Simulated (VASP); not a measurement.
# Ta (Im-3m) in VASP: further runs

One crystal, Ta, is run at these levels: PBE; tasks: single point.

All numbers are computed with VASP 6.6.1; they aren't measurements. Logs are shortened: lines on timing, memory, paths and dates and some standing lists are left out, and cuts for length are marked.

## 1. Starting point

It takes space group Im-3m (No. 229, cubic). Conventional cell: a = 3.303 Å, b = 3.303 Å, c = 3.303 Å, α = 90.00°, β = 90.00°, γ = 90.00°. Around Ta (site symmetry m-3m) lie 8 Ta at 2.86 Å.

## 2. Single point, PBE, non-collinear spin, zero start, spin-orbit coupling

Contents of INCAR:

```
  PREC = Accurate
  ENCUT = 520
  EDIFF = 1E-6
  ISMEAR = -1
  SIGMA = 0.1
  LREAL = False
  LASPH = True
  NELM = 60
  ALGO = Fast
  ISIF = 2
  LWAVE = False
  LCHARG = False
  LNONCOLLINEAR = True
  MAGMOM = 0 0 0
  LORBIT = 11
  LSORBIT = True
  GGA_COMPAT = False
  LMAXMIX = 4
  GGA = PE
```

Contents of KPOINTS:

```
regular mesh
0
Gamma
  20 20 20
```

Contents of POSCAR:

```
Ta
1.0
   -1.6515000000      1.6515000000      1.6515000000
    1.6515000000     -1.6515000000      1.6515000000
    1.6515000000      1.6515000000     -1.6515000000
Ta
1
Direct
    0.0000000000      0.0000000000      0.0000000000
```

Potentials or basis: VASP PAW PBE potentials, release 64 (Ta_pv).

The run is started by

```bash
$ cat potpaw_PBE.64/Ta_pv/POTCAR > POTCAR
$ mpirun -np 1 vasp_ncl > vasp.out
```

OUTCAR:

```text
PREC = Accurate
   ENCUT = 520
   EDIFF = 1E-6
   ISMEAR = -1
   LREAL = False
   LASPH = True
   NELM = 60
   ISIF = 2
   LNONCOLLINEAR = True
   LORBIT = 11
   LSORBIT = True
   GGA = PE

 ion  position               nearest neighbor table
   1  0.000  0.000  0.000-

  LATTYP: Found a body centered cubic cell.
 ALAT       =     3.3030000000

  Lattice vectors:

 A1 = (  -1.6515000000,   1.6515000000,   1.6515000000)
 A2 = (   1.6515000000,  -1.6515000000,   1.6515000000)
 A3 = (   1.6515000000,   1.6515000000,  -1.6515000000)

Analysis of symmetry for initial positions (statically):
=====================================================================
 Subroutine PRICEL returns:
 Original cell was already a primitive cell.

 Routine SETGRP: Setting up the symmetry group for a
 body centered cubic supercell.

 Subroutine GETGRP returns: Found 48 space group operations
 (whereof 48 operations were pure point group operations)
 out of a pool of 48 trial point group operations.

The static configuration has the point symmetry O_h .

Analysis of symmetry for dynamics (positions and initial velocities):
=====================================================================
 Subroutine PRICEL returns:
 Original cell was already a primitive cell.

 Routine SETGRP: Setting up the symmetry group for a
 body centered cubic supercell.

 Subroutine GETGRP returns: Found 48 space group operations
 (whereof 48 operations were pure point group operations)
 out of a pool of 48 trial point group operations.

The dynamic configuration has the point symmetry O_h .

Analysis of structural, dynamic, and magnetic symmetry:
=====================================================================
 Subroutine PRICEL returns:
 Original cell was already a primitive cell.

 Routine SETGRP: Setting up the symmetry group for a
 body centered cubic supercell.

 Subroutine GETGRP returns: Found 48 space group operations
 (whereof 48 operations were pure point group operations)
 out of a pool of 48 trial point group operations.

The overall configuration has the point symmetry O_h .

 Subroutine INISYM returns: Found 48 space group operations
 (whereof 48 operations are pure point group operations),
 and found     1 'primitive' translations

[... 128 lines left out ...]
   NGX = 11   NGY = 11   NGZ = 11

 number of electron      11.0000002 magnetization       0.0000000     -0.0000000     -0.0000000

 number of electron      11.0000002 magnetization       0.0000000      0.0000000      0.0000000

 number of electron      11.0000002 magnetization       0.0000000     -0.0000000      0.0000000

 number of electron      11.0000002 magnetization      -0.0000000     -0.0000000     -0.0000000

 Free energy of the ion-electron system (eV)
  ---------------------------------------------------
  ext. energy  EPLUGINS =         0.00000000
  ---------------------------------------------------
  free energy    TOTEN  =       -12.54574512 eV

  energy without entropy =      -12.50121112  energy(sigma->0) =      -12.52347812

 E-fermi :   5.4767     XC(G=0): -12.6160

 val. band max:        5.4756294676   @ k =   0.3500   0.2000   0.0500
 cond. band min:       5.4796897315   @ k =  -0.3000   0.3000   0.1500
 fundamental gap:      0.0040602638
 Fermi energy:         5.4767301490

 k-point     1 :       0.0000    0.0000    0.0000
  band No.  band energies     occupation
      1     -33.0683      1.00000
      2     -33.0683      1.00000
      3     -25.0144      1.00000
      4     -25.0144      1.00000
      5     -25.0144      1.00000
      6     -25.0144      1.00000
[... 481 lines left out ...]
      5     -25.1953      1.00000
      6     -25.1953      1.00000
[... 10 lines left out ...]
     17      10.4355      0.00000
     18      10.4355      0.00000

 [... further k-points ...]
[... 5 lines left out ...]
  --------------------------------------------------------------------------------------
  -------------------------------------------------------------------------------------
  Total        0.3423372      0.3423372      0.3423372      0.0000000      0.0000000      0.0000000
  in kB       30.4417043     30.4417043     30.4417043      0.0000000      0.0000000      0.0000000
  external PRESSURE =      30.4417043 kB  Pullay stress =       0.0000000 kB

 VOLUME and BASIS-vectors are now :
 -----------------------------------------------------------------------------
  energy-cutoff  :      520.00
  volume of cell :       18.02
      direct lattice vectors                 reciprocal lattice vectors
    -1.651500000  1.651500000  1.651500000     0.000000000  0.302755071  0.302755071
     1.651500000 -1.651500000  1.651500000     0.302755071  0.000000000  0.302755071
     1.651500000  1.651500000 -1.651500000     0.302755071  0.302755071  0.000000000

 POSITION                                       TOTAL-FORCE (eV/Angst)
 -----------------------------------------------------------------------------------
      0.00000      0.00000      0.00000        -0.000000      0.000000     -0.000000
 -----------------------------------------------------------------------------------
    total drift:                                0.000000      0.000000      0.000000

  FREE ENERGIE OF THE ION-ELECTRON SYSTEM (eV)
  ---------------------------------------------------
  free  energy   TOTEN  =       -12.5457451182 eV

  energy  without entropy=      -12.5012111156  energy(sigma->0) =      -12.52347812

 Spin-Orbit-Coupling matrix elements

 Ion:    1  E_soc:     -1.4139861
 l=   1
     0.0000000    -0.2144394    -0.2144394
    -0.2144394     0.0000000    -0.2144394
    -0.2144394    -0.2144394     0.0000000
 l=   2
     0.0000000    -0.0053481     0.0000000    -0.0053481    -0.0158768
    -0.0053481     0.0000000    -0.0119076    -0.0053481    -0.0039692
     0.0000000    -0.0119076     0.0000000    -0.0119076     0.0000000
    -0.0053481    -0.0053481    -0.0119076     0.0000000    -0.0039692
    -0.0158768    -0.0039692     0.0000000    -0.0039692     0.0000000
 l=   3
     0.0000000     0.0000000     0.0000000     0.0000000     0.0000000     0.0000000     0.0000000
     0.0000000     0.0000000     0.0000000     0.0000000     0.0000000     0.0000000     0.0000000
     0.0000000     0.0000000     0.0000000     0.0000000     0.0000000     0.0000000     0.0000000
     0.0000000     0.0000000     0.0000000     0.0000000     0.0000000     0.0000000     0.0000000
     0.0000000     0.0000000     0.0000000     0.0000000     0.0000000     0.0000000     0.0000000
     0.0000000     0.0000000     0.0000000     0.0000000     0.0000000     0.0000000     0.0000000
     0.0000000     0.0000000     0.0000000     0.0000000     0.0000000     0.0000000     0.0000000

 total charge

# of ion       s       p       d       tot
------------------------------------------
    1        0.371   6.168   2.406   8.945

 magnetization (x)

# of ion       s       p       d       tot
------------------------------------------
    1        0.000   0.000   0.000   0.000

 magnetization (y)

# of ion       s       p       d       tot
------------------------------------------
    1        0.000   0.000   0.000   0.000

 magnetization (z)

# of ion       s       p       d       tot
------------------------------------------
    1        0.000   0.000   0.000   0.000
```

stdout:

```text
POSCAR found type information on POSCAR Ta
 POSCAR found :  1 types and       1 ions
 scaLAPACK will be used
 LDA part: xc-table for (Slater+PW92), standard interpolation
 POSCAR, INCAR and KPOINTS ok, starting setup
 FFT: planning ... GRIDC
 FFT: planning ... GRID_SOFT
 FFT: planning ... GRID
 WAVECAR not read
 entering main loop
```

It took 86 s on 1 thread of Intel Xeon 6975P-C (Granite Rapids), shared host; peak memory 0.28 GiB.

Results:

- Free energy: -12.5457 eV
- Pressure: 3.0 GPa
- Net moment: 0.00 μB per cell
- Valence electrons inside the program's atomic spheres: Ta 8.95

Moments on the atoms (μB; x, y, z):
```
Ta  0.00 0.00 0.00
```

## 3. Single point, PBE

Contents of INCAR:

```
  PREC = Accurate
  ENCUT = 520
  EDIFF = 1E-6
  ISMEAR = -1
  SIGMA = 0.1
  LREAL = False
  LASPH = True
  NELM = 60
  ALGO = Fast
  ISIF = 2
  LWAVE = False
  LCHARG = False
  GGA = PE
```

KPOINTS is that of step 2.

POSCAR is that of step 2.

Potentials or basis: VASP PAW PBE potentials, release 64 (Ta_pv).

The run is started by

```bash
$ cat potpaw_PBE.64/Ta_pv/POTCAR > POTCAR
$ mpirun -np 1 vasp_std > vasp.out
```

It took 15 s on 1 thread of Intel Xeon 6975P-C (Granite Rapids), shared host; peak memory 0.17 GiB.

Results (log left out):

* Free energy: -11.8318 eV
* Pressure: 3.3 GPa
* Band gap on the k mesh: none (metal or under the smearing width)

Levels at points of the mesh, in eV from the Fermi level:
```csv
k point,band 4,band 5,band 6,band 7,band 8,band 9
"(0.00, 0.00, 0.00)",-7.92,0.73,0.73,0.73,4.00,4.00
"(0.50, 0.00, 0.00)",-4.38,-1.55,1.58,3.88,4.91,7.79
"(0.50, 0.50, 0.50)",-3.81,-3.81,6.83,6.83,6.83,8.64
```

The run has no spin-orbit coupling, so splittings on Ta are missing.
